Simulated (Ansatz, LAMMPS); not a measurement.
# Relaxing amorphous Al2O3 at 2.75 g/cm^3 (90 atoms), part 3 of 3

Wanted: the relaxed structure of amorphous Al2O3 at 2.75 g/cm^3 (90 atoms) and its electronic structure.

Ansatz 0.2.0; Kohn-Sham DFT, PBE, PAW (set soft_2), plane waves.

The cell: 36 Al and 54 O. The quench rate of 50 K/ps is orders of magnitude faster than experiment. The network of bonds at the start is that of the classical potential that made the cell. Only the Γ point is sampled in the main run, in a cell whose shortest periodic width is 10 Å.

So far. Step 4 (Relaxation): The relaxation changed the energy by -17.3 meV/atom, and atoms moved by 0.11 Å r.m.s., 0.35 Å at most.

### 7. K-mesh 2×2×2

Large cells are often run on few k-points; this run checks whether the reference had enough.

Contents of input.yaml:

```yaml
crystal:
  lattice:
    - [10.3547, 0.0, 0.0]
    - [0.0, 10.3547, 0.0]
    - [0.0, 0.0, 10.3547]
  atoms:
    [... the 90 atom lines of step 6 ...]
kpoints:
  mp_grid: { grid: [2, 2, 2] }
hamiltonian:
  xc: pbe
scf:
  occupations: { method: fermi_dirac, width: 0.025 }
output:
  forces: true
  stress: true
  populations: true
  dos:
    method: { smearing: { sigma: 0.08 } }
    de: 0.05
    projected: { site_lists: { Al: [Al], O: [O] } }
  eigenvalues: true
```

Launch:

```
$ ansatz run input.yaml --threads 4 --pin off --max-ram 8192MiB --backend cpu --events-out ev --progress --plain --runs-dir out
```

Numbers of over 12 decimals in the logs are rounded to 6 here.

Log:

```text
[...]
Crystal: 90 atoms, lattice volume = 1110.229 Å³
Basis set: ecut = 420 eV, 21823 PW (Γ), exchange–correlation on 144×144×144 points (8 copies of the dense FFT grid, shifted against one another)
Bands: 306, of which v1, the nominal top of the filled ones, is band 216 counted from 1 (215 counted from 0)
Symmetry: 1 space group operations
[...]
k-points: 8
[...]
SCF iter   1: F=—  HF=-50114.654070 eV  |F-HF|=—  |Δ(HF+E_count)|=         —  Δρ=2.14e-3  dr2=6.79e-2  ethr=1.77e-3  ⟨swp⟩=6.0  Hψ=10920  notcnv=0  defer=281
[...]
SCF iter   8: F=—  HF=-50114.656471 eV  |F-HF|=—  |Δ(HF+E_count)|=   6.54e-7  Δρ=5.93e-6  dr2=3.20e-7  ethr=1.88e-10  ⟨swp⟩=2.0  Hψ=3504  notcnv=0  defer=670
SCF iter   9: F=-50114.656471 eV  HF=-50114.656471 eV  |F-HF|=1.34e-8  |Δ(HF+E_count)|=   1.28e-8  Δρ=1.24e-6  dr2=1.69e-8  ethr=2.31e-11  ⟨swp⟩=12.2  Hψ=14171  notcnv=0
SCF 1 converged in 9 iterations: F = -50114.656471 eV  dr2 = 1.69e-8
[...]
SCF converged after 9 iterations
Free energy (F): -50114.656471 eV
[...]
Internal energy: -50114.656471 eV  (E = F + TS)
E sigma→0 (E₀):  -50114.656471 eV
Fermi energy:    5.646831 eV
[...]
Σ components = -50114.656471   (vs F -50114.656471, Δ=0.00e0)
--- Forces (eV/Å), atoms counted from 1 ---
  atom   1  Al    -0.00797806    -0.02115469    -0.00267228
  atom   2  Al    -0.01032653     0.01162014     0.00472440
  atom   3  Al     0.00560926     0.00537699    -0.00221787
  atom   4  Al     0.01014601     0.00111848    -0.00813801
[...]
atom  90  O     -0.01411129     0.00394882    -0.01408057
  max |Σ_I F_I| component: 1.06e-4 eV/Å
--- Stress (GPa, compression-positive) ---
       -3.612952       0.078653       1.257744
        0.078654      -3.220401       1.330106
        1.257751       1.330108      -2.855042
  P = ⅓ Tr σ = -3.2295 GPa (-32.295 kbar)
--- Band table (eV; the first three rows and the last of 8) ---
[...]
--- Löwdin populations: 90 sites ---
  site symbol       q [e]
     0     Al      1.6827
     1     Al      1.6263
     2     Al      1.6294
[...]
89      O      6.8353
  spilling = 0.008373 (of n_electrons = 432.000000)
```

Elapsed: 85 s, on 4 threads of AMD EPYC 7B13 (Zen 3), shared host; peak memory 6.3 GiB.

Geometry and reference: those of the single point at the relaxed geometry.

Forces differ from those of the single point at the relaxed geometry by 4.9 meV/Å r.m.s.; the energy by -1.7 meV/atom, the pressure by +0.022 GPa and the gap by -0.027 eV. It took 85 s and 9 cycles; the reference's time can't be set against it, since the two runs asked for unlike analyses.

### 8. Functional HSE06

HSE06 mixes in a quarter of exact exchange at short range, which counters self-interaction, at a higher cost.

This step: Kohn-Sham DFT, HSE06, PAW (set soft_2), plane waves (Ansatz 0.2.0).

Changes to input.yaml since step 7:

```diff
@@ -8,5 +8,5 @@
 kpoints:
-  mp_grid: { grid: [2, 2, 2] }
+  mp_grid: { grid: [1, 1, 1] }
 hamiltonian:
-  xc: pbe
+  xc: hse06
 scf:
```

Log:

```text
Warning: output.stress: scf.convergence.dr2_threshold = 1e-7 eV (the SCF's general default) is looser than the 1.6e-9 eV advised for a printed stress (1e-10 eV for each atom of the cell: 90, of which 16 are counted). What an SCF threshold leaves in a stress goes as its square root, and in the free energy as the threshold itself, and one threshold admits the most on a small cell: [...]
Warning: output.stress: scf.exx.energy_threshold = 1e-6 eV is looser than the 1.6e-7 eV advised for a stress under a hybrid functional (1e-8 eV for each atom of the cell: 90, of which 16 are counted). Every SCF of the exchange loop can meet its threshold on dr2 while the loop round them stops early: [...]
exact exchange: scf.exx.singularity resolves to wigner_seitz, which cuts the screened interaction at the faces of the exchange supercell's Wigner-Seitz cell, so that each pair interacts once, at the shortest of its separations (the periodic images that this leaves out come, [...]
[...]
Crystal: 90 atoms, lattice volume = 1110.229 Å³
Basis set: ecut = 420 eV, 21823 PW (Γ), exchange–correlation on 144×144×144 points (8 copies of the dense FFT grid, shifted against one another)
Bands: 306, of which v1, the nominal top of the filled ones, is band 216 counted from 1 (215 counted from 0)
Symmetry: 1 space group operations
[...]
k-points: 1
[...]
SCF iter   1: F=—  HF=-50114.486269 eV  |F-HF|=—  |Δ(HF+E_count)|=         —  Δρ=2.38e-3  dr2=7.99e-2  ethr=1.77e-3  ⟨swp⟩=20.0  Hψ=1795  notcnv=1
[...]
SCF iter   4: F=-50114.509190 eV  HF=-50114.509295 eV  |F-HF|=1.05e-4  |Δ(HF+E_count)|=   3.56e-3  Δρ=2.99e-4  dr2=6.93e-4  ethr=5.64e-7  ⟨swp⟩=4.0  Hψ=701  notcnv=0  defer=5
SCF 1 stopped early in 4 iterations: F = -50114.509190 eV  dr2 = 6.93e-4
[...]
Exchange kernel: α = 0.2500, screened, ω = 0.2079 Å⁻¹, Wigner–Seitz truncation, v(0) = 922.2443 eV·Å³, q-mesh 1×1×1, nearest image of the exchange supercell L = 10.35 Å, pair-density grid 50×50×50, without the augmentation charges, whose exchange is taken in its separable form (sized by the pseudopotential files, [...]
Frozen-core exchange: fock
SCF iter   1: F=—  HF=-50123.213096 eV  |F-HF|=—  |Δ(HF+E_count)|=         —  Δρ=6.58e-3  dr2=4.06e-1  ethr=1.61e-6  ⟨swp⟩=18.0  Hψ=1753  notcnv=0
[...]
SCF iter   6: F=—  HF=-50123.214081 eV  |F-HF|=—  |Δ(HF+E_count)|=   2.27e-4  Δρ=1.02e-4  dr2=1.33e-4  ethr=1.82e-7  ⟨swp⟩=6.0  Hψ=676  notcnv=0  defer=1
SCF iter   7: F=-50123.214053 eV  HF=-50123.214053 eV  |F-HF|=1.90e-7  |Δ(HF+E_count)|=   2.84e-5  Δρ=2.68e-5  dr2=5.91e-6  ethr=2.15e-8  ⟨swp⟩=6.0  Hψ=694  notcnv=0  defer=1
SCF 2 stopped early in 7 iterations: F = -50123.214053 eV  dr2 = 5.91e-6
  Residual-converged pass: ⟨swp⟩=4.0  Hψ=854  notcnv=0  max |occ|·‖R‖ = 4.8e-6 eV (tolerance 6.7e-6 eV)  dr2=6.34e-6  dr2_onsite=9.35e-7  max |Δocc| = 0.0e0
[...]
hybrid outer 1: dexx = +1.624e-1 eV, tail = 1.65e-4 eV
[...]
Frozen-core exchange: fock
SCF iter   1: F=—  HF=-50123.212756 eV  |F-HF|=—  |Δ(HF+E_count)|=         —  Δρ=2.68e-5  dr2=4.91e-6  ethr=1.91e-7  ⟨swp⟩=20.0  Hψ=1034  notcnv=1
[...]
SCF iter   4: F=-50123.212758 eV  HF=-50123.212758 eV  |F-HF|=6.55e-10  |Δ(HF+E_count)|=   4.04e-8  Δρ=5.93e-7  dr2=3.09e-9  ethr=2.63e-11  ⟨swp⟩=5.0  Hψ=724  notcnv=0  defer=17
SCF 3 converged in 4 iterations: F = -50123.212758 eV  dr2 = 3.09e-9
[...]
hybrid outer 2: dexx = +1.265e-6 eV, tail = 3.13e-8 eV, Δε = 7.74e-4 eV (about 1.12e-5 eV left of the loop's levels), ΔF = 1.79e-3 eV/Å (tail 1.35e-4)
hybrid SCF converged: 2 outer / 11 inner (+4 warm-up), last move |dexx| = 1.26e-6 eV, tail = 3.13e-8 eV
Stability not checked: this state was not tested for a lower state beside it, because the functional holds exact exchange (a hybrid, or Hartree-Fock), whose exchange loop this test does not read (fock_operator; see scf.lower_state_search)
Free energy (F): -50123.212758 eV
Frozen-core exchange: fock
[...]
Internal energy: -50123.212758 eV  (E = F + TS)
E sigma→0 (E₀):  -50123.212758 eV
Fermi energy:    5.213629 eV
[...]
Σ components = -50123.212758   (vs F -50123.212758, Δ=0.00e0)
--- Forces (eV/Å), atoms counted from 1 ---
  atom   1  Al     0.07027568    -0.02090743     0.11485188
  atom   2  Al     0.11643478    -0.01062445    -0.04112718
  atom   3  Al     0.04253004    -0.06770632     0.06179499
  atom   4  Al    -0.03543587     0.01228576    -0.01541986
[...]
atom  90  O      0.01443816    -0.00087148     0.01637490
  max |Σ_I F_I| component: 6.45e-5 eV/Å
--- Stress (GPa, compression-positive) ---
       -8.893623       0.136363       1.358077
        0.136362      -7.995569       1.593198
        1.358082       1.593200      -7.842752
  P = ⅓ Tr σ = -8.2440 GPa (-82.440 kbar)
--- Band table (eV) ---
[...]
--- Löwdin populations: 90 sites ---
  site symbol       q [e]
     0     Al      1.6256
     1     Al      1.5718
     2     Al      1.5743
[...]
89      O      6.8669
  spilling = 0.008819 (of n_electrons = 432.000000)
```

It took 2.4 min on 4 threads; peak memory 3 GiB.

The program notes that the exchange threshold is loose for the stress and the SCF threshold is loose for the stress.

Geometry and reference: those of the single point at the relaxed geometry.

Forces differ from those of the single point at the relaxed geometry by 93 meV/Å r.m.s.; the pressure by -5.0 GPa and the gap by +1.7 eV. It took 2.4 min and 15 cycles; the reference's time can't be set against it, since the two runs asked for unlike analyses.

Read from the output:

```
free energy                                      : -50123.2128 eV
free energy per atom                             : -556.9246 eV/atom
SCF cycles                                       : 15
pressure                                         : -8.244 GPa
r.m.s. force component                           : 0.09323 eV/Å
longest force                                    : 0.4722 eV/Å
Fermi energy                                     : 5.214 eV
gap (highest filled to lowest empty level) : 4.941 eV
spilling of the projection                       : 0.008819
```

Length of the force by element and coordination:

| element | coordination | atoms | mean length of the force (eV/Å) | spread | least | most |
| --- | --- | --- | --- | --- | --- | --- |
| Al | all | 36 | 0.109 | 0.0512 | 0.0347 | 0.247 |
| Al | 4 | 29 | 0.104 | 0.0518 | 0.0347 | 0.247 |
| Al | 5 | 7 | 0.128 | 0.0436 | 0.0757 | 0.193 |
| O | all | 54 | 0.162 | 0.0881 | 0.0218 | 0.472 |
| O | 2 | 11 | 0.260 | 0.0899 | 0.112 | 0.472 |
| O | 3 | 43 | 0.136 | 0.0675 | 0.0218 | 0.317 |

Löwdin charges by element and coordination (they lack the spilled electrons, 0.042 e an atom on average):

```
element  coordination  atoms  mean charge (e)  spread   least    most
     Al           all     36             1.42  0.0202    1.37    1.46
     Al             4     29             1.43  0.0134    1.40    1.46
     Al             5      7             1.39  0.0154    1.37    1.42
      O           all     54           -0.875   0.017  -0.919  -0.853
      O             2     11           -0.904  0.0093  -0.919  -0.887
      O             3     43           -0.868  0.0085  -0.889  -0.853
```

Density of states as counts of states in windows of 1 eV (from the Fermi level), total and the larger projections:

```csv
from (eV),to (eV),total,O p,Al p,Al s
-18,-10,0.0,0.0,0.0,0.0
-10,-9,14.2,10.7,0.9,2.4
-9,-8,31.9,24.5,2.4,4.2
-8,-7,39.4,31.4,4.8,2.2
-7,-6,50.8,42.5,5.8,1.3
-6,-5,60.5,53.7,5.0,0.6
-5,-4,57.6,53.9,2.3,0.2
-4,-3,49.7,47.3,1.4,0.1
-3,-2,19.9,19.0,0.5,0.0
-2,2,0.0,0.0,0.0,0.0
2,3,2.0,0.0,0.1,1.3
3,4,0.0,0.0,0.0,0.0
4,5,11.0,1.4,4.2,2.7
```

Between -23 and -18 eV lie 108 more states.

The levels nearest the highest filled one (over half full), pooled over k-points and spins:

```
level less the highest filled one (eV)  occupation
                                -0.288           2
                                -0.253           2
                                -0.179           2
                                -0.163           2
                               -0.0604           2
                                     0           2
                                  4.94           0
                                  6.86           0
                                  7.06           0
                                  7.13           0
                                  7.28           0
                                  7.36           0
```

### 9. Functional r2SCAN (500 eV)

The meta-GGA r2SCAN uses the kinetic energy density as well as the density and its gradient. Besides, the cutoff goes from 420 to 500 eV.

This step: Kohn-Sham DFT, r2SCAN, PAW (set soft_2), plane waves (Ansatz 0.2.0).

Changes to input.yaml since step 8:

```diff
@@ -10,3 +10,3 @@
 hamiltonian:
-  xc: hse06
+  xc: r2scan
 scf:
```

Log:

```text
[...]
Crystal: 90 atoms, lattice volume = 1110.229 Å³
Basis set: ecut = 500 eV, 28257 PW (Γ), exchange–correlation on 320×320×320 points (64 copies of the dense FFT grid, shifted against one another)
Bands: 306, of which v1, the nominal top of the filled ones, is band 216 counted from 1 (215 counted from 0)
Symmetry: 1 space group operations
[...]
k-points: 1
[...]
SCF iter   1: F=—  HF=-50295.567310 eV  |F-HF|=—  |Δ(HF+E_count)|=         —  Δρ=7.64e-3  dr2=7.51e-1  dr2_τ=5.08e0  ethr=1.77e-3  ⟨swp⟩=6.0  Hψ=1373  notcnv=0  defer=37
[...]
SCF iter   8: F=—  HF=-50298.291198 eV  |F-HF|=—  |Δ(HF+E_count)|=   5.35e-7  Δρ=6.60e-6  dr2=5.41e-7  dr2_τ=3.17e-8  ethr=4.99e-10  ⟨swp⟩=2.0  Hψ=439  notcnv=0  defer=83
SCF iter   9: F=-50298.291198 eV  HF=-50298.291198 eV  |F-HF|=7.28e-11  |Δ(HF+E_count)|=   2.47e-8  Δρ=1.48e-6  dr2=2.16e-8  dr2_τ=2.49e-9  ethr=2.31e-11  ⟨swp⟩=12.0  Hψ=1785  notcnv=0
SCF 1 converged in 9 iterations: F = -50298.291198 eV  dr2 = 2.16e-8
[...]
SCF converged after 9 iterations
Free energy (F): -50298.291198 eV
[...]
Internal energy: -50298.291198 eV  (E = F + TS)
E sigma→0 (E₀):  -50298.291198 eV
Fermi energy:    5.527351 eV
[...]
Σ components = -50298.291198   (vs F -50298.291198, Δ=0.00e0)
--- Forces (eV/Å), atoms counted from 1 ---
  atom   1  Al     0.02359321    -0.01435977     0.06503265
  atom   2  Al     0.06722096     0.01555100    -0.04359114
  atom   3  Al     0.05603565    -0.04058219     0.07274656
  atom   4  Al     0.03625519     0.03951735    -0.02943705
[...]
atom  90  O      0.01833367     0.02041630     0.01315351
  max |Σ_I F_I| component: 2.07e-4 eV/Å
--- Stress (GPa, compression-positive) ---
       -8.643216       0.124756       1.356278
        0.124788      -7.903011       1.532023
        1.356290       1.531951      -7.671445
  P = ⅓ Tr σ = -8.0726 GPa (-80.726 kbar)
--- Band table (eV) ---
[...]
--- Löwdin populations: 90 sites ---
  site symbol       q [e]
     0     Al      1.6172
     1     Al      1.5740
     2     Al      1.5722
[...]
89      O      6.8702
  spilling = 0.008705 (of n_electrons = 432.000000)
```

Wall time 27 s (4 threads); peak memory 2.9 GiB; 1.7 min of CPU time.

Geometry and reference: those of the single point at the relaxed geometry.

Forces differ from those of the single point at the relaxed geometry by 70 meV/Å r.m.s.; the pressure by -4.8 GPa and the gap by +0.60 eV. It took 27 s and 9 cycles; the reference's time can't be set against it, since the two runs asked for unlike analyses.

### 10. Functional PBEsol

PBEsol restores the gradient expansion of exchange for slowly varying densities and usually gives shorter bonds in solids than PBE.

This step: Kohn-Sham DFT, PBEsol, PAW (set soft_2), plane waves (Ansatz 0.2.0).

Changes to input.yaml since step 9:

```diff
@@ -10,3 +10,3 @@
 hamiltonian:
-  xc: r2scan
+  xc: pbesol
 scf:
```

Log:

```text
[...]
Crystal: 90 atoms, lattice volume = 1110.229 Å³
Basis set: ecut = 420 eV, 21823 PW (Γ), exchange–correlation on 144×144×144 points (8 copies of the dense FFT grid, shifted against one another)
Bands: 306, of which v1, the nominal top of the filled ones, is band 216 counted from 1 (215 counted from 0)
Symmetry: 1 space group operations
[...]
k-points: 1
[...]
SCF iter   1: F=—  HF=-49291.062215 eV  |F-HF|=—  |Δ(HF+E_count)|=         —  Δρ=1.21e-2  dr2=1.32e0  ethr=1.77e-3  ⟨swp⟩=6.0  Hψ=1368  notcnv=0  defer=36
[...]
SCF iter   9: F=—  HF=-49290.684496 eV  |F-HF|=—  |Δ(HF+E_count)|=   3.06e-7  Δρ=3.44e-6  dr2=1.08e-7  ethr=2.31e-11  ⟨swp⟩=14.0  Hψ=1732  notcnv=0
SCF iter  10: F=-49290.684496 eV  HF=-49290.684496 eV  |F-HF|=8.38e-9  |Δ(HF+E_count)|=   4.93e-9  Δρ=8.09e-7  dr2=8.33e-9  ethr=2.31e-11  ⟨swp⟩=4.0  Hψ=794  notcnv=0
SCF 1 converged in 10 iterations: F = -49290.684496 eV  dr2 = 8.33e-9
[...]
SCF converged after 10 iterations
Free energy (F): -49290.684496 eV
[...]
Internal energy: -49290.684496 eV  (E = F + TS)
E sigma→0 (E₀):  -49290.684496 eV
Fermi energy:    5.434444 eV
[...]
Σ components = -49290.684496   (vs F -49290.684496, Δ=0.00e0)
--- Forces (eV/Å), atoms counted from 1 ---
  atom   1  Al    -0.01117503    -0.01338028    -0.00349772
  atom   2  Al    -0.00397440    -0.00497051     0.01311390
  atom   3  Al     0.00025477    -0.03294795    -0.01715796
  atom   4  Al     0.00158206    -0.03019134    -0.02371244
[...]
atom  90  O     -0.00242342    -0.01733937    -0.01906904
  max |Σ_I F_I| component: 5.89e-5 eV/Å
--- Stress (GPa, compression-positive) ---
       -6.723324       0.061537       1.250895
        0.061537      -6.302709       1.354410
        1.250900       1.354413      -5.966584
  P = ⅓ Tr σ = -6.3309 GPa (-63.309 kbar)
--- Band table (eV) ---
[...]
--- Löwdin populations: 90 sites ---
  site symbol       q [e]
     0     Al      1.7084
     1     Al      1.6504
     2     Al      1.6534
[...]
89      O      6.8174
  spilling = 0.008599 (of n_electrons = 432.000000)
```

The job ended after 13 s (4 threads; peak memory 1.3 GiB).

Geometry and reference: those of the single point at the relaxed geometry.

Forces differ from those of the single point at the relaxed geometry by 33 meV/Å r.m.s.; the pressure by -3.1 GPa and the gap by -0.100 eV.

### 11. What each setting buys

Each row is set against the single point at the relaxed geometry (Kohn-Sham DFT, PBE, PAW (set soft_2), plane waves; r.m.s. force component 0.00777 eV/Å). Energies are set beside the reference only for runs with its functional, potentials and electron count. Times are for 4 threads of AMD EPYC 7B13 (Zen 3), shared host. The reference's time includes grids, which some other runs skip.

```
                       run  Δ force, r.m.s. (meV/Å)  Δ energy (meV/atom)  Δ pressure (GPa)  Δ gap (eV)  cycles     time  host memory (GiB)
                 reference                        -                    -                 -           -       9     12 s                1.3
              k-mesh 2×2×2                     4.86                -1.67            0.0221     -0.0268       9     85 s                6.3
          functional HSE06                     92.5                    -             -4.99        1.66      15  2.4 min                3.0
functional r2SCAN (500 eV)                     70.5                    -             -4.82       0.603       9     27 s                2.9
         functional PBEsol                     33.3                    -             -3.08     -0.0999      10     13 s                1.3
```

### 12. Results

```
energy change in the relaxation                  : -17.32 meV/atom
r.m.s. displacement                              : 0.112 Å
largest displacement                             : 0.354 Å
free energy per atom                             : -556.8278 eV/atom
pressure                                         : -3.252 GPa
r.m.s. force component                           : 0.00777 eV/Å
gap (highest filled to lowest empty level) : 3.281 eV
wall time of the 7 DFT runs                      : 5.2 min
```

What this shows: Relaxation lowers the energy by 17.3 meV/atom and moves atoms by 0.11 Å r.m.s.; the r.m.s. force component goes from 0.35 to 0.0078 eV/Å. By the final cutoffs 0 of 148 bonded pairs parted and 3 joined. First to last step the energy falls by 1.559 eV; the largest move, 0.35 Å, is that of O74. The O-Al bonds go from 1.808 Å (spread 0.098) to 1.825 Å (spread 0.081), and their number from 148 to 151. With the cutoffs above, 81 % of Al atoms have 4 and 80 % of O atoms have 3 bonded neighbours. 20 % of the oxygens bridge two formers (Al) and 0 % are non-bridging; 80 % join three. The highest filled and lowest empty levels differ by 3.28 eV (at Γ alone); a semilocal functional tends to put such gaps too low. In a disordered cell it changes from sample to sample, and tail or defect levels can set it.

Among the changes of functional, dispersion, potentials or spin set against this reference, functional HSE06 moves the forces most, by 93 meV/Å r.m.s. The gap changes by +1.66 eV with HSE06.

**Limits.** The network of bonds at the start is that of the classical potential that made the cell; in DFT 0 of its 148 bonded pairs passed out of the cutoffs and 3 came within them. The pressure of -3.3 GPa means that a free cell would contract at this level.

Against the measurements quoted at the start:

| quantity | measured | this cell | difference | method of the measurement |
| --- | --- | --- | --- | --- |
| number of O about Al | 4.73 | 4.19 | -11.3 % | 27Al MAS NMR |

The cell differs from the measured neighbour counts by up to 11.3 %. The network comes from the model that made the cell; in DFT 0 of its 148 bonded pairs passed out of the cutoffs and 3 came within them. Our coordination numbers hang on a cutoff, and experiments count neighbours in their own ways.

[Logs are printed without paths, hosts, clocks, repeated set-up lines and the standing remarks that a program may print on its own settings, such as how far it seeks lower states.]

[Hosts, paths, dates, database ids (printed as entryN), source tags and the programs' standing remarks are cut or masked in the printed files.]
